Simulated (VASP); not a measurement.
# SnS (Pnma) in VASP: notebook

The runs below take SnS through dielectric tensor, band structure, with LDA, PBE, TB-mBJ.

Everything below comes from runs of VASP 6.6.1. Logs are shortened: lines on timing, memory, paths and dates and some standing lists are left out, and cuts for length are marked.

**Measured values to compare with.**

From “Linear dichroism of the optical properties of SnS and SnSe van der Waals crystals”, 2024, arxiv:2409.17412, for a bulk crystal of SnS: band gap 1.16 eV (indirect) at 20 K; band gap 1.09 eV (indirect) at 300 K.

The runs below are set against these values where they give the same quantity.

**1. The crystal as given**

The structure is orthorhombic, space group Pnma (No. 62). The conventional cell has a = 10.977 Å, b = 3.953 Å, c = 4.185 Å, α = 90.00°, β = 90.00°, γ = 90.00°. Sn (site symmetry m) has 3 S at 2.62 to 2.66 Å as nearest neighbours. Around S (site symmetry m) lie 3 Sn at 2.62 to 2.66 Å.

**2. Dielectric tensor, LDA**

Contents of INCAR:

```
PREC = Accurate
ENCUT = 600
EDIFF = 1E-8
ISMEAR = 0
SIGMA = 0.03
LREAL = F
LASPH = T
NELM = 80
ALGO = Fast
ISIF = 2
LWAVE = F
LCHARG = F
GGA = CA
LEPSILON = T
KPAR = 2
```

Contents of KPOINTS:

```
regular mesh
0
Monkhorst-Pack
  4 10 8
```

Contents of POSCAR:

```
SnS                                     
1.0
   10.9771104838      0.0000000000      0.0000000000
    0.0000000000      3.9531300196     -0.0000000000
    0.0000000000     -0.0000000000      4.1849773475
  Sn              S             
     4     4
Direct
     0.1177774078304218    0.2500000000000000    0.1084462942799965
     0.3822225921695783    0.7500000000000000    0.6084462942799966
     0.6177774078304218    0.2500000000000000    0.3915537057200035
     0.8822225921695782    0.7500000000000000    0.8915537057200034
     0.8540020684372457    0.2500000000000000    0.4738165487999180
     0.6459979315627543    0.7500000000000000    0.9738165487999179
     0.3540020684372457    0.2500000000000000    0.0261834512000821
     0.1459979315627543    0.7500000000000000    0.5261834512000821
```

Potentials or basis: VASP PAW LDA potentials, release 64 (Sn_d, S).

Command:

```
cat potpaw_LDA.64/Sn_d/POTCAR potpaw_LDA.64/S/POTCAR > POTCAR
mpirun -np 2 vasp_std > vasp.out
```

OUTCAR:

```text
PREC = Accurate
   ENCUT = 600
   EDIFF = 1E-8
   ISMEAR = 0
   LREAL = F
   LASPH = T
   NELM = 80
   ISIF = 2
   GGA = CA
   LEPSILON = T

 ion  position               nearest neighbor table
   1  0.118  0.250  0.108-   7 2.62   8 2.66   8 2.66   8 3.15   8 3.15   5 3.27   4 3.38   4 3.38

   2  0.382  0.750  0.608-   8 2.62   7 2.66   7 2.66   7 3.15   7 3.15   6 3.27   3 3.38   3 3.38

   3  0.618  0.250  0.392-   5 2.62   6 2.66   6 2.66   6 3.15   6 3.15   7 3.27   2 3.38   2 3.38

   4  0.882  0.750  0.892-   6 2.62   5 2.66   5 2.66   5 3.15   5 3.15   8 3.27   1 3.38   1 3.38

   5  0.854  0.250  0.474-   3 2.62   4 2.66   4 2.66   4 3.15   4 3.15   1 3.27
   6  0.646  0.750  0.974-   4 2.62   3 2.66   3 2.66   3 3.15   3 3.15   2 3.27
   7  0.354  0.250  0.026-   1 2.62   2 2.66   2 2.66   2 3.15   2 3.15   3 3.27
   8  0.146  0.750  0.526-   2 2.62   1 2.66   1 2.66   1 3.15   1 3.15   4 3.27

  LATTYP: Found a simple orthorhombic cell.
 ALAT       =     3.9531300196
 B/A-ratio  =     1.0586490520
 C/A-ratio  =     2.7768149364

  Lattice vectors:

 A1 = (   0.0000000000,   3.9531300196,   0.0000000000)
 A2 = (   0.0000000000,   0.0000000000,   4.1849773475)
 A3 = (  10.9771104838,   0.0000000000,   0.0000000000)

Analysis of symmetry for initial positions (statically):
=====================================================================
 Subroutine PRICEL returns:
 Original cell was already a primitive cell.

 Routine SETGRP: Setting up the symmetry group for a
 simple orthorhombic supercell.

 Subroutine GETGRP returns: Found  8 space group operations
 (whereof  2 operations were pure point group operations)
 out of a pool of  8 trial point group operations.

The static configuration has the point symmetry S_2 .
 The point group associated with its full space group is D_2h.

Analysis of symmetry for dynamics (positions and initial velocities):
=====================================================================
 Subroutine PRICEL returns:
 Original cell was already a primitive cell.

 Routine SETGRP: Setting up the symmetry group for a
 simple orthorhombic supercell.

 Subroutine GETGRP returns: Found  8 space group operations
 (whereof  2 operations were pure point group operations)
 out of a pool of  8 trial point group operations.

The dynamic configuration has the point symmetry S_2 .
 The point group associated with its full space group is D_2h.

 Subroutine INISYM returns: Found  8 space group operations
 (whereof  2 operations are pure point group operations),
 and found     1 'primitive' translations

----------------------------------------------------------------------------------------

                                     Primitive cell

  volume of cell :     181.6027

  direct lattice vectors                    reciprocal lattice vectors
    10.977110484  0.000000000  0.000000000     0.091098655  0.000000000  0.000000000
     0.000000000  3.953130020  0.000000000     0.000000000  0.252964106  0.000000000
     0.000000000  0.000000000  4.184977348     0.000000000  0.000000000  0.238949919

  length of vectors
    10.977110484  3.953130020  4.184977348     0.091098655  0.252964106  0.238949919

  position of ions in fractional coordinates (direct lattice)
     0.117777408  0.250000000  0.108446294
     0.382222592  0.750000000  0.608446294
     0.617777408  0.250000000  0.391553706
     0.882222592  0.750000000  0.891553706
     0.854002068  0.250000000  0.473816549
     0.645997932  0.750000000  0.973816549
     0.354002068  0.250000000  0.026183451
     0.145997932  0.750000000  0.526183451

  ion indices of the primitive-cell ions
   primitive index   ion index
                 1           1
                 2           2
                 3           3
                 4           4
                 5           5
                 6           6
[... 126 lines left out ...]
  band No.  band energies     occupation
      1     -14.4874      2.00000
      2     -14.4625      2.00000
      3     -14.4562      2.00000
      4     -14.4479      2.00000
      5     -14.4470      2.00000
      6     -14.4448      2.00000
[... 1213 lines left out ...]
     47      10.2795      0.00000
     48      10.5546      0.00000

 [... further k-points ...]

  FORCE on cell =-STRESS in cart. coord.  units (eV):
  Direction    XX          YY          ZZ          XY          YZ          ZX
  --------------------------------------------------------------------------------------
  -------------------------------------------------------------------------------------
  Total       -0.0207082      0.0348692      0.0328273      0.0000000     -0.0000000      0.0000000
  in kB       -0.1826963      0.3076312      0.2896167      0.0000000     -0.0000000      0.0000000
  external PRESSURE =       0.1381838 kB  Pullay stress =       0.0000000 kB

 VOLUME and BASIS-vectors are now :
 -----------------------------------------------------------------------------
  energy-cutoff  :      600.00
  volume of cell :      181.60
      direct lattice vectors                 reciprocal lattice vectors
    10.977110484  0.000000000  0.000000000     0.091098655  0.000000000  0.000000000
     0.000000000  3.953130020  0.000000000     0.000000000  0.252964106  0.000000000
     0.000000000  0.000000000  4.184977348     0.000000000  0.000000000  0.238949919

 POSITION                                       TOTAL-FORCE (eV/Angst)
 -----------------------------------------------------------------------------------
      1.29286      0.98828      0.45385        -0.005525      0.000000     -0.000112
      4.19570      2.96485      2.54633         0.005525     -0.000000     -0.000112
      6.78141      0.98828      1.63864        -0.005525     -0.000000      0.000112
      9.68425      2.96485      3.73113         0.005525     -0.000000      0.000112
      9.37448      0.98828      1.98291         0.000108     -0.000000      0.000197
      7.09119      2.96485      4.07540        -0.000108     -0.000000      0.000197
      3.88592      0.98828      0.10958         0.000108     -0.000000     -0.000197
      1.60264      2.96485      2.20207        -0.000108      0.000000     -0.000197
 -----------------------------------------------------------------------------------
    total drift:                                0.000000     -0.000000     -0.000000

  FREE ENERGIE OF THE ION-ELECTRON SYSTEM (eV)
  ---------------------------------------------------
  free  energy   TOTEN  =       -40.5006894547 eV

  energy  without entropy=      -40.5006894547  energy(sigma->0) =      -40.50068945

 HEAD OF MICROSCOPIC STATIC DIELECTRIC TENSOR (INDEPENDENT PARTICLE, excluding Hartree and local field effects)
 ------------------------------------------------------
          18.388918     0.000000     0.000000
           0.000000    23.189934     0.000000
           0.000000     0.000000    20.392388
 ------------------------------------------------------

 Free energy of the ion-electron system (eV)
  ---------------------------------------------------
  ---------------------------------------------------
  free energy    TOTEN  =        -8.53847344 eV

  energy without entropy =       -8.53847344

------------------------ aborting loop because EDIFF is reached ----------------------------------------

--------------------------------------- Ionic step        2  -------------------------------------------

------------------------ aborting loop because EDIFF is reached ----------------------------------------

--------------------------------------- Ionic step        3  -------------------------------------------

 Free energy of the ion-electron system (eV)
  ---------------------------------------------------
  ---------------------------------------------------
  free energy    TOTEN  =        -9.38556725 eV

  energy without entropy =       -9.38556725

------------------------ aborting loop because EDIFF is reached ----------------------------------------

 PIEZOELECTRIC TENSOR FIELD DIRECTION 3  (e Angst)
 -----------------------------------------------------------------------------
     0.01077  0.00000  0.00000           (  0.00000  0.00000  0.00000)
     0.00000  0.02026  0.00000           (  0.00000  0.00001  0.00000)
     0.00000  0.00000 -0.04557           (  0.00000  0.00000 -0.00000)

 PIEZOELECTRIC TENSOR FIELD DIRECTION 3  (C/m^2)
 -----------------------------------------------------------------------------
     0.00095  0.00000  0.00000
     0.00000  0.00179  0.00000
     0.00000  0.00000 -0.00402

 MACROSCOPIC STATIC DIELECTRIC TENSOR (including local field effects in DFT)
 ------------------------------------------------------
          17.322824     0.000000     0.000000
           0.000000    21.930381     0.000000
           0.000000     0.000000    18.964438
 ------------------------------------------------------

 PIEZOELECTRIC TENSOR (including local field effects)  for field in x, y, z        (e  Angst)
          XX          YY          ZZ          XY          YZ          ZX
  --------------------------------------------------------------------------------
  x     0.00000     0.00000     0.00000     0.00000     0.00000     0.00000
  y     0.00000     0.00000     0.00000     0.00000     0.00000     0.00000
  z     0.00000     0.00000     0.00000     0.00000     0.00000     0.00000

 PIEZOELECTRIC TENSOR (including local field effects)  for field in x, y, z        (C/m^2)
          XX          YY          ZZ          XY          YZ          ZX
  --------------------------------------------------------------------------------
  x     0.00000     0.00000     0.00000     0.00000     0.00000     0.00000
  y     0.00000     0.00000     0.00000     0.00000     0.00000     0.00000
  z     0.00000     0.00000     0.00000     0.00000     0.00000     0.00000

 BORN EFFECTIVE CHARGES (including local field effects) (in |e|, cummulative output)
 ---------------------------------------------------------------------------------
 ion    1
    1     3.93610     0.00000     0.13525
    2     0.00000     4.45714     0.00000
    3    -0.54120    -0.00000     3.70042
 ion    2
    1     3.93610     0.00000    -0.13525
    2     0.00000     4.45714     0.00000
    3     0.54120    -0.00000     3.70042
 ion    3
    1     3.93610    -0.00000    -0.13525
    2     0.00000     4.45714     0.00000
    3     0.54120    -0.00000     3.70042
 ion    4
    1     3.93610     0.00000     0.13525
    2     0.00000     4.45714     0.00000
    3    -0.54120    -0.00000     3.70042
 ion    5
    1    -3.93610     0.00000    -0.62304
    2     0.00000    -4.45714     0.00000
    3    -0.50356     0.00000    -3.70042
 ion    6
    1    -3.93610    -0.00000     0.62304
    2     0.00000    -4.45714     0.00000
    3     0.50356    -0.00000    -3.70042
 ion    7
    1    -3.93610    -0.00000     0.62304
    2     0.00000    -4.45714     0.00000
    3     0.50356     0.00000    -3.70042
 ion    8
    1    -3.93610     0.00000    -0.62304
    2     0.00000    -4.45714     0.00000
    3    -0.50356     0.00000    -3.70042
```

It took 32 min on 2 MPI ranks of Intel Xeon Platinum 8559C (Emerald Rapids), shared host; peak memory 1.1 GiB.

Results:

* Electronic dielectric tensor (diagonal): 17.32, 21.93, 18.96
* Born charges (mean of the diagonal): Sn +4.03; S -4.03 e

Electronic dielectric tensor:
```
17.32  0.00  0.00
 0.00 21.93  0.00
 0.00  0.00 18.96
```

Born effective charge tensors (e):
atom 1, Sn
```
 3.94  0.00  0.14
 0.00  4.46  0.00
-0.54  0.00  3.70
```
atom 2, Sn
```
 3.94  0.00 -0.14
 0.00  4.46  0.00
 0.54  0.00  3.70
```
atom 3, Sn
```
 3.94  0.00 -0.14
 0.00  4.46  0.00
 0.54  0.00  3.70
```
atom 4, Sn
```
 3.94  0.00  0.14
 0.00  4.46  0.00
-0.54  0.00  3.70
```
atom 5, S
```
-3.94  0.00 -0.62
 0.00 -4.46  0.00
-0.50  0.00 -3.70
```
atom 6, S
```
-3.94  0.00  0.62
 0.00 -4.46  0.00
 0.50  0.00 -3.70
```
atom 7, S
```
-3.94  0.00  0.62
 0.00 -4.46  0.00
 0.50  0.00 -3.70
```
atom 8, S
```
-3.94  0.00 -0.62
 0.00 -4.46  0.00
-0.50  0.00 -3.70
```

[end of part 1 of 3]
